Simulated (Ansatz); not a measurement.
## Property card for SiNi

These are results of Ansatz 0.2.0, DFT PBEsol, scalar-relativistic, plane waves, PAW, not measurements.

Cutoff 420 eV; k points 8×10×6 on the computed 8-atom cell (Γ-centred); Gaussian smearing, width 0.10 eV; no spin polarisation.

The structure is relaxed at this level of theory with its symmetry kept.

```cif
data_structure
_symmetry_space_group_name_H-M 'Pnma'
_symmetry_Int_Tables_number 62
_cell_length_a 5.0878
_cell_length_b 3.3578
_cell_length_c 5.5278
_cell_angle_alpha 90.000
_cell_angle_beta 90.000
_cell_angle_gamma 90.000
_cell_volume 94.44
loop_
_atom_site_label
_atom_site_type_symbol
_atom_site_symmetry_multiplicity
_atom_site_Wyckoff_symbol
_atom_site_fract_x
_atom_site_fract_y
_atom_site_fract_z
_atom_site_occupancy
Si1 Si 4 c 0.32143 0.75000 0.08656 1
Ni1 Ni 4 c 0.00930 0.25000 0.18739 1
```

```json
{"Space group": "Pnma (No. 62)", "Volume per atom": "79.7 bohr³", "Formation energy from the elements' standard states (uncorrected)": "-0.592 eV/atom", "Kohn–Sham band gap": "none (metal)", "Density of states at the Fermi level": "2.21 states/eV per cell", "Löwdin character within 0.5 eV of the Fermi level": "Ni 3d 48 %, Si 3p 36 %, Si 3s 10 %, unprojected 4 %", "Bulk modulus": "183 GPa", "Its pressure derivative": "4.4", "Bader charges (e)": "Si (4 in the cell) 0.55, Ni (4 in the cell) -0.55"}
```

A ferromagnetic start lost its moments in a first run, so spin was left out; other magnetic orders weren't tried.